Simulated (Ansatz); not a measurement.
K: from a trial structure to a relaxed crystal

Level of theory: DFT PBE, scalar-relativistic, plane waves, PAW (Ansatz 0.2.0). Cutoff 420 eV, Γ-centred k mesh, Gaussian smearing, no spin polarisation in the final step.

K was placed on the alpha-boron structure type (R-3m, No. 166), at a guessed volume.

```
K
1.0
     5.48979    3.16953    9.36230
    -5.48979    3.16953    9.36230
     0.00000   -6.33907    9.36230
K
12
Direct
  0.01019 0.65361 0.01019
  0.01019 0.01019 0.65361
  0.65361 0.01019 0.01019
  0.98981 0.34639 0.98981
  0.34639 0.98981 0.98981
  0.98981 0.98981 0.34639
  0.22118 0.63060 0.22118
  0.22118 0.22118 0.63060
  0.63060 0.22118 0.22118
  0.77882 0.36940 0.77882
  0.36940 0.77882 0.77882
  0.77882 0.77882 0.36940
```

Cell and atoms relax at zero pressure; the relaxation can't lower the symmetry of the start.

Energies count from the standard state of K at the same level.

Q: What does it relax into?

A: It keeps R-3m (No. 166), but not the shape of the type it started on. Conventional cell: a = 8.926 Å, c = 46.666 Å. Around K on Wyckoff site h (6 atoms of the primitive cell) lie 7 K at 4.35–4.56 Å; K on Wyckoff site h (6 atoms of the primitive cell) is coordinated by 8 K at 4.41–4.56 Å.

```
K
1.0
     4.46276    2.57658   15.55522
    -4.46276    2.57658   15.55522
     0.00000   -5.15316   15.55522
K
12
Cartesian
  -2.2182 1.2807 9.9514
  0.0000 -2.5613 9.9514
  2.2182 1.2807 9.9514
  2.2182 -1.2807 36.7143
  -2.2182 -1.2807 36.7143
  0.0000 2.5613 36.7143
  -2.2043 1.2726 17.4180
  0.0000 -2.5453 17.4180
  2.2043 1.2726 17.4180
  2.2043 -1.2726 29.2476
  -2.2043 -1.2726 29.2476
  0.0000 2.5453 29.2476
```

Q: What are its volume, energy, density and gap?

A: The volume per atom is 89.43 Å³. The density is 0.73 g/cm³ and the energy over the standard structure is 0.12 eV/atom. The gap on the 6×6×6 mesh is 0 eV (a metal).

The final run used a 6×6×6 mesh on its 12-atom cell and 0.10 eV smearing. For metals, differences of a few meV/atom aren't resolved. Symmetry constrained the relaxation, so the result can be a saddle point. The steps took of the order of 40 core-minutes in all.